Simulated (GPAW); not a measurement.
# Cu: band structure with SOGGA+U

Crystal: Cu.

```xyz
1
Lattice="-1.4428 1.4428 1.3761 1.4428 -1.4428 1.3761 1.4428 1.4428 -1.3761" Properties=species:S:1:pos:R:3 pbc="T T T"
Cu    0.0000    0.0000    0.0000
```

This isn't the form of Cu at room conditions, which is fcc.

```json
{
  "Program": "GPAW 26.7.0",
  "Task": "band structure",
  "Functional": "SOGGA",
  "Potentials or basis": "PAW data sets generated in the run's folder for this functional",
  "Cutoff": "600 eV",
  "Basis": "pw",
  "k mesh": "13 × 13 × 13",
  "Occupations": "fermi-dirac, width 0.05 eV",
  "Spin": "no spin polarisation",
  "Hubbard terms": "Cu d U = 5 eV",
  "U projector left unscaled": "no",
  "symmetry": "off",
  "Charge": "1",
  "Maxiter": "75",
  "Band path": "GXMGZPNZ1M,XP",
  "Band points": "60"
}
```

```
Pressure                : -161.7 GPa
Band gap along the path : none (metal or under the smearing width)
```

Stress tensor (GPa, compression positive):
```
-161.52    0.00    0.00
   0.00 -161.52    0.00
   0.00    0.00 -161.99
```

Levels at the corners of the path, in eV from the Fermi level:
| point | band 1 | band 2 | band 3 | band 4 | band 5 | band 6 |
| --- | --- | --- | --- | --- | --- | --- |
| Γ | -4.89 | -1.45 | -1.42 | -1.42 | -0.82 | -0.78 |
| X | -2.71 | -1.94 | -0.83 | -0.76 | 0.12 | 3.85 |
| M | -2.95 | -2.82 | -0.03 | -0.03 | 0.16 | 12.39 |
| Γ | -4.89 | -1.45 | -1.42 | -1.42 | -0.82 | -0.78 |
| Z | -2.93 | -2.80 | -0.05 | -0.05 | 0.15 | 12.46 |
| P | -1.79 | -1.79 | -1.59 | -0.81 | -0.59 | 10.51 |
| N | -2.81 | -2.08 | -0.81 | -0.55 | 0.22 | 4.21 |
| Z1 | -2.93 | -2.80 | -0.05 | -0.05 | 0.15 | 12.46 |
| M | -2.95 | -2.82 | -0.03 | -0.03 | 0.16 | 12.39 |
| X | -2.71 | -1.94 | -0.83 | -0.76 | 0.12 | 3.85 |
| P | -1.79 | -1.79 | -1.59 | -0.81 | -0.59 | 10.51 |

Wall time 5.2 min on 1 thread of Arm Neoverse V1 (shared host), peak memory 0.49 GiB.

Caveat: the cell carries a net charge on a neutralising background, which shifts energy and pressure; with this Cu data set, volumes or pressures lay over 1.5 % or 2 GPa off other programs in two to four cells of ten; a pressure of tens of GPa on the cell as given is suspect, and the run, the potentials or the cell itself is likely at fault; U without spin polarisation on a metal has little footing; the U is typed as a test and isn't derived for this compound.
